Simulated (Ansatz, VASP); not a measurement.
# HfB2 in VASP and in Ansatz

Contents of INCAR:

```
ALGO = Normal ; EDIFF = 1E-6
EDIFFG = -0.005 ; ENCUT = 600
GGA = PE ; IBRION = 2
ISIF = 3 ; ISMEAR = 0
LASPH = True ; LCHARG = False
LREAL = False ; LWAVE = False
NELM = 100 ; NSW = 100
PREC = Accurate ; SIGMA = 0.1
```

KPOINTS

```
k-points
0
Gamma
  15 15 12
```

The input POSCAR:

```
HfB2
1.0
    3.1400000000      0.0000000000      0.0000000000
   -1.5700000000      2.7193197679      0.0000000000
    0.0000000000      0.0000000000      3.4800000000
Hf B
1 2
Direct
    0.0000000000      0.0000000000      0.0000000000
    0.3333333333      0.6666666667      0.5000000000
    0.6666666667      0.3333333333      0.5000000000
```

Input for Ansatz:

```yaml
crystal:
  lattice:
    - [3.14, 0.0, 0.0]
    - [-1.57, 2.7193197679, 0.0]
    - [0.0, 0.0, 3.48]
  atoms:
    - { symbol: Hf, position: [0.0, 0.0, 0.0] }
    - { symbol: B, position: [0.3333333333, 0.6666666667, 0.5] }
    - { symbol: B, position: [0.6666666667, 0.3333333333, 0.5] }
basis:
  ecutwfc: 420
kpoints:
  mp_grid: { grid: [15, 15, 12] }
hamiltonian:
  xc: pbe
scf:
  occupations: { method: gaussian, width: 0.1 }
output:
  forces: true
  stress: true
  eigenvalues: true
relax:
  adjacent_minimum: "off"
  f_tol: 0.005
  max_steps: 80
  cell: { stress_tol: 0.05 }
```

Alike in both runs: task relaxation of cell and atoms; functional PBE; k mesh 15 × 15 × 12; occupations gaussian, width 0.1 eV; no spin polarisation.

|  | VASP | Ansatz |
| --- | --- | --- |
| version | VASP 6.6.1 | Ansatz 0.2.0 |
| potentials or method | VASP PAW PBE potentials, release 64 (Hf_pv, B) | scalar-relativistic, plane waves, PAW |
| plane-wave cutoff (eV) | 600 | 420 |
| valence electrons in the cell | 16 | 32 |

```csv
,VASP,Ansatz,Ansatz less VASP
"gap on the k mesh at the Fermi level, each at its own relaxed structure (eV)",none,none,-
relaxed volume (Å³/atom),9.94,9.96,+0.015
relaxed cell length with the largest relative difference (Å),3.143,3.145,+0.0023
```

A gap of «none» marks a metal or a gap that the smearing closes. The two sets of potentials don't hold the same shells in valence.

The runs have no spin-orbit coupling, so splittings on Hf are missing. PBE usually gives volumes a little too large and moduli too small. Zero-point motion and thermal expansion aren't in these numbers.
